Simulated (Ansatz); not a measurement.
HfO2: enthalpy against pressure

HfO2, P4_2/nmc, a = 3.577 Å, c = 5.203 Å. This isn't the usual stable structure of the compound. Ansatz: r2SCAN, PAW, 500 eV, Γ-centred 6×6×6 mesh on 6 atoms, Gaussian smearing 0.02 eV; no spin polarisation. Cell and atoms are relaxed at each pressure, and no other structure is tried, so the rows at high pressure may lie past a change of phase. y is the enthalpy over the state at zero pressure; there V0 = 11.094 Å³/atom. The pressures are the targets, met within 0.04 GPa.

| P (GPa) | y (eV/atom) |
| --- | --- |
| -2.0 | -0.1392 |
| 0.0 | 0.0000 |
| 2.0 | 0.1378 |
| 5.0 | 0.3420 |
| 10.0 | ? |
| 20.0 | 1.3256 |
| 40.0 | 2.5631 |

Question: Fit y = c1 P + c2 P² + c3 P³ to the other rows, say what c1 and c2 mean, and predict the missing value.

Answer: Least squares on the rows shown. y = 0.069219 P − 0.00016540 P² + 9.2167×10⁻⁷ P³. Since dH/dP = V, c1 is V0: 0.069219 eV/GPa × 160.2 = 11.089 Å³ against 11.094; c2 = −V0/(2B0) gives B0 = 209 GPa, where a Birch–Murnaghan fit to the volumes of the same runs (not shown) gives 192 GPa: a cubic over this range folds the higher terms into c2. At P = 10.0 the fit asked for gives 0.6766 eV/atom. The run gave 0.6763 eV/atom, so the fit is 0.0003 eV/atom too high, a small miss on the scale of the series.

The mesh isn't the same in all rows (6×6×6, 8×8×6). Spin–orbit coupling is left out, which can shift energies with elements as heavy as these.